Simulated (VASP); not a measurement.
# AlCr2C (P6_3/mmc) in VASP: notebook, part 2 of 2

VASP 6.6.1. Earlier steps stand in the parts before.

### 5 Relaxation of cell and atoms, PBE

This run uses another cell than the first one, of 11.09 Å³/atom, 1.019 times its volume.

Input file INCAR:

```
SYSTEM = AlCr2C
ALGO = Normal
EDIFF = 1E-7
EDIFFG = -0.005
ENCUT = 600
GGA = PE
IBRION = 2
ISIF = 3
ISMEAR = 1
KPAR = 2
LASPH = .TRUE.
LCHARG = .FALSE.
LREAL = .FALSE.
LWAVE = .FALSE.
NELM = 80
NSW = 90
PREC = Accurate
SIGMA = 0.1
```

Input file KPOINTS:

```
k-points
0
G
  15 15 3
  0 0 0
```

Input file POSCAR:

```
AlCr2C                                  
1.0
    2.8420085332      0.0000000000      0.0000000000
   -1.4210042666      2.4612515875      0.0000000000
   -0.0000000000      0.0000000000     12.6834021229
  Al              Cr              C             
     2     4     2
Direct
     0.6666666699999979    0.3333333300000021    0.2500000000000000
     0.3333333300000021    0.6666666699999979    0.7500000000000000
     0.3333333300000021    0.6666666699999979    0.4156102074360854
     0.6666666699999979    0.3333333300000021    0.9156102074360855
     0.6666666699999979    0.3333333300000021    0.5843897925639145
     0.3333333300000021    0.6666666699999979    0.0843897925639145
     0.0000000000000000    0.0000000000000000    0.5000000000000000
     0.0000000000000000    0.0000000000000000    0.0000000000000000
```

Potentials or basis: VASP PAW PBE potentials, release 64 (Al, Cr_pv, C).

On the command line:

```bash
cat potpaw_PBE.64/Al/POTCAR potpaw_PBE.64/Cr_pv/POTCAR potpaw_PBE.64/C/POTCAR > POTCAR
mpirun -np 2 vasp_std > vasp.out
```

OUTCAR:

```text
SYSTEM = AlCr2C
   EDIFF = 1E-7
   EDIFFG = -0.005
   ENCUT = 600
   GGA = PE
   IBRION = 2
   ISIF = 3
   ISMEAR = 1
   LASPH = .TRUE.
   LREAL = .FALSE.
   NELM = 80
   NSW = 90
   PREC = Accurate

 ion  position               nearest neighbor table
   1  0.667  0.333  0.250-   3 2.67   6 2.67   3 2.67   6 2.67   3 2.67   6 2.67
   2  0.333  0.667  0.750-   4 2.67   5 2.67   4 2.67   5 2.67   4 2.67   5 2.67
   3  0.333  0.667  0.416-   7 1.96   7 1.96   7 1.96   1 2.67   1 2.67   1 2.67   5 2.70   5 2.70
                             5 2.70
   4  0.667  0.333  0.916-   8 1.96   8 1.96   8 1.96   2 2.67   2 2.67   2 2.67   6 2.70   6 2.70
                             6 2.70
   5  0.667  0.333  0.584-   7 1.96   7 1.96   7 1.96   2 2.67   2 2.67   2 2.67   3 2.70   3 2.70
                             3 2.70
   6  0.333  0.667  0.084-   8 1.96   8 1.96   8 1.96   1 2.67   1 2.67   1 2.67   4 2.70   4 2.70
                             4 2.70
   7  0.000  0.000  0.500-   3 1.96   5 1.96   3 1.96   5 1.96   5 1.96   3 1.96
   8  0.000  0.000  0.000-   4 1.96   6 1.96   6 1.96   4 1.96   4 1.96   6 1.96

  LATTYP: Found a hexagonal cell.
 ALAT       =     2.8420085332
 C/A-ratio  =     4.4628304154

  Lattice vectors:

 A1 = (   2.8420085332,   0.0000000000,   0.0000000000)
[... 208 lines left out ...]
      6     -33.2477      2.00000
[... 949 lines left out ...]
     36      11.3981     -0.00000
     37      11.4806     -0.00000

 [... further k-points ...]

------------------------ aborting loop because EDIFF is reached ----------------------------------------

  FORCE on cell =-STRESS in cart. coord.  units (eV):
  Direction    XX          YY          ZZ          XY          YZ          ZX
  --------------------------------------------------------------------------------------
  -------------------------------------------------------------------------------------
  Total       -0.0177537     -0.0177537      0.0323759      0.0000000      0.0000000      0.0000000
  in kB       -0.3206133     -0.3206133      0.5846765      0.0000000      0.0000000      0.0000000
  external PRESSURE =      -0.0188500 kB  Pullay stress =       0.0000000 kB

 VOLUME and BASIS-vectors are now :
 -----------------------------------------------------------------------------
  energy-cutoff  :      600.00
  volume of cell :       88.72
      direct lattice vectors                 reciprocal lattice vectors
     2.842008533  0.000000000  0.000000000     0.351863827  0.203148675  0.000000000
    -1.421004267  2.461251588  0.000000000     0.000000000  0.406297351  0.000000000
     0.000000000  0.000000000 12.683402123     0.000000000  0.000000000  0.078843199

 POSITION                                       TOTAL-FORCE (eV/Angst)
 -----------------------------------------------------------------------------------
      1.42100      0.82042      3.17085         0.000000      0.000000      0.000000
     -0.00000      1.64083      9.51255         0.000000      0.000000      0.000000
     -0.00000      1.64083      5.27135         0.000000     -0.000000      0.002106
      1.42100      0.82042     11.61305        -0.000000      0.000000      0.002106
      1.42100      0.82042      7.41205        -0.000000      0.000000     -0.002106
     -0.00000      1.64083      1.07035         0.000000     -0.000000     -0.002106
      0.00000      0.00000      6.34170         0.000000      0.000000      0.000000
      0.00000      0.00000      0.00000         0.000000      0.000000      0.000000
 -----------------------------------------------------------------------------------
    total drift:                               -0.000008      0.000005     -0.000000

  FREE ENERGIE OF THE ION-ELECTRON SYSTEM (eV)
  ---------------------------------------------------
  free  energy   TOTEN  =       -65.4884475543 eV

  energy  without entropy=      -65.4866481689  energy(sigma->0) =      -65.48784776

 reached required accuracy - stopping structural energy minimisation
```

Run time: 61 s. Hardware: 2 MPI ranks of Intel Xeon 6975P-C (Granite Rapids), shared host; peak memory 0.35 GiB.

What came out:

```
Free energy             : -65.4884 eV
Pressure after relaxing : 0.0 GPa
Band gap on the k mesh  : none (metal or under the smearing width)
```

Forces on the atoms (eV/Å):
```
Al   0.000  0.000  0.000
Al   0.000  0.000  0.000
Cr   0.000  0.000  0.002
Cr   0.000  0.000  0.002
Cr   0.000  0.000 -0.002
Cr   0.000  0.000 -0.002
C    0.000  0.000  0.000
C    0.000  0.000  0.000
```

Stress tensor (GPa, compression positive):
```
-0.03  0.00  0.00
 0.00 -0.03  0.00
 0.00  0.00  0.06
```

Final structure:
```cif
data_structure
_symmetry_space_group_name_H-M 'P 1'
_symmetry_Int_Tables_number 1
_cell_length_a 2.8420
_cell_length_b 2.8420
_cell_length_c 12.6834
_cell_angle_alpha 90.000
_cell_angle_beta 90.000
_cell_angle_gamma 120.000
_cell_volume 88.72
loop_
_atom_site_label
_atom_site_type_symbol
_atom_site_fract_x
_atom_site_fract_y
_atom_site_fract_z
_atom_site_occupancy
Al1 Al 0.66667 0.33333 0.25000 1
Al2 Al 0.33333 0.66667 0.75000 1
Cr1 Cr 0.33333 0.66667 0.41561 1
Cr2 Cr 0.66667 0.33333 0.91561 1
Cr3 Cr 0.66667 0.33333 0.58439 1
Cr4 Cr 0.33333 0.66667 0.08439 1
C1 C 0.00000 0.00000 0.50000 1
C2 C 0.00000 0.00000 0.00000 1
```

Caveat: the relaxation stopped at its first step, so nothing moved. Spin polarisation is off, so any magnetic state and its effect on volume and gap are missing.
